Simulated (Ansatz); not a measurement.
Runs of Ansatz 0.2.0 on ZnSe (Stilleite). The structure is cubic, space group F-43m (No. 216). The conventional cell has a = 5.668 Å, b = 5.668 Å, c = 5.668 Å, α = 90.00°, β = 90.00°, γ = 90.00°. Se (site symmetry -43m) has 4 Zn at 2.45 Å as nearest neighbours. Zn (site symmetry -43m) has 4 Se at 2.45 Å as nearest neighbours. 

| task | level | cell | cutoff (eV) | points for each segment of the path | gap on the mesh (eV) | pressure (GPa) | relaxed volume (Å³/atom) |
| --- | --- | --- | --- | --- | --- | --- | --- |
| band structure | r2SCAN50 | as given | 500 | 4 | (b) | 0.0 | - |
| relaxation of cell and atoms | B3LYP | relaxed | 420 | - | 2.37 | 0.0 | 24.26 |
| band structure | PBE0 | as given | 420 | 4 | 3.10 | 1.3 | - |
| relaxation of cell and atoms | HSEsol | relaxed | 420 | - | 2.36 | 0.0 | 22.45 |
| relaxation of cell and atoms | PBE0 | relaxed | 420 | - | 3.01 | 0.0 | 23.20 |
| band structure | PBEsol0 | as given | 420 | 4 | 2.98 | (a) | - |
| band structure | HF | as given | 420 | 4 | 9.10 | 7.6 | - |

Alike in all rows: potentials or basis Ansatz PAW; no spin polarisation; k mesh 4 × 4 × 4; smearing fermi-dirac 0.05 eV; the mesh is coarse, so values aren't converged.

**Question.** Estimate the missing entries.

**Answer.** (a) -1.0; (b) 5.07.

Caveats: all runs use coarse meshes; the PAW data sets come from PBE, with cores solved anew for the run's functional, which leaves a small shift of forces and pressure; the thresholds are loose for stress (some runs); the plane-wave basis is chosen anew once the cell has moved, so the energies of steps on either side of that aren't comparable (some runs).

A k mesh can miss the band edges, and the runs leave out spin-orbit coupling on Se.
